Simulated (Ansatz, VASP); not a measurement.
## Two plane-wave programs on TePb

File INCAR:

```
SYSTEM = TePb
ALGO = Normal
EDIFF = 1E-6
ENCUT = 520
GGA = PE
ISIF = 2
ISMEAR = -1
LASPH = .True.
LCHARG = .False.
LREAL = .False.
LWAVE = .False.
NBANDS = 17
NELM = 80
PREC = Accurate
SIGMA = 0.02
```

Contents of KPOINTS:

```
k-points
0
Gamma
  8 8 8
  0 0 0
```

File POSCAR:

```
TePb
1.0
    0.0000000000      3.2678373030      3.2678373030
    3.2678373030      0.0000000000      3.2678373030
    3.2678373030      3.2678373030      0.0000000000
Pb Te
1 1
Direct
    0.0000000000      0.0000000000      0.0000000000
    0.5000000000      0.5000000000      0.5000000000
```

Input for Ansatz:

```yaml
crystal:
  lattice:
    - [0.0, 3.267837303, 3.267837303]
    - [3.267837303, 0.0, 3.267837303]
    - [3.267837303, 3.267837303, 0.0]
  atoms:
    - { symbol: Pb, position: [0.0, 0.0, 0.0] }
    - { symbol: Te, position: [0.5, 0.5, 0.5] }
kpoints:
  mp_grid: { grid: [8, 8, 8] }
  band_path:
    path:
      - [0.0, 0.0, 0.0]
      - [0.5, 0.0, 0.5]
      - [0.625, 0.25, 0.625]
      - [0.375, 0.375, 0.75]
      - [0.5, 0.5, 0.5]
      - [0.5, 0.25, 0.75]
    npoints: 1
hamiltonian:
  xc: pbe
scf:
  occupations: { method: fermi_dirac, width: 0.02 }
  n_extra_bands: 4
output:
  forces: true
  stress: true
  eigenvalues: true
```

The cell was built by a generator and needn't be a form met in nature.

Alike in both runs: task single point; functional PBE; k mesh 8 × 8 × 8; occupations fermi-dirac, width 0.02 eV; no spin polarisation.

|  | VASP | Ansatz |
| --- | --- | --- |
| version | VASP 6.6.1 | Ansatz 0.2.0 |
| potentials or method | VASP PAW PBE potentials, release 64 (Pb_d, Te) | plane waves, PAW |
| plane-wave cutoff (eV) | 520 | 420 |
| valence electrons in the cell | 20 | 30 |

|  | VASP | Ansatz | Ansatz less VASP |
| --- | --- | --- | --- |
| gap on the k mesh at the Fermi level (eV) | 0.80 | 0.80 | -0.004 |
| pressure (GPa) | 0.6 | 0.6 | +0.06 |

The functional is the same, so the differences come from potentials, cutoffs and numerics. The two sets of potentials don't hold the same shells in valence.

Caveats: spin-orbit coupling is left out, which as a rule narrows the gap of such compounds by several tenths of an eV. A k mesh can miss the band edges.
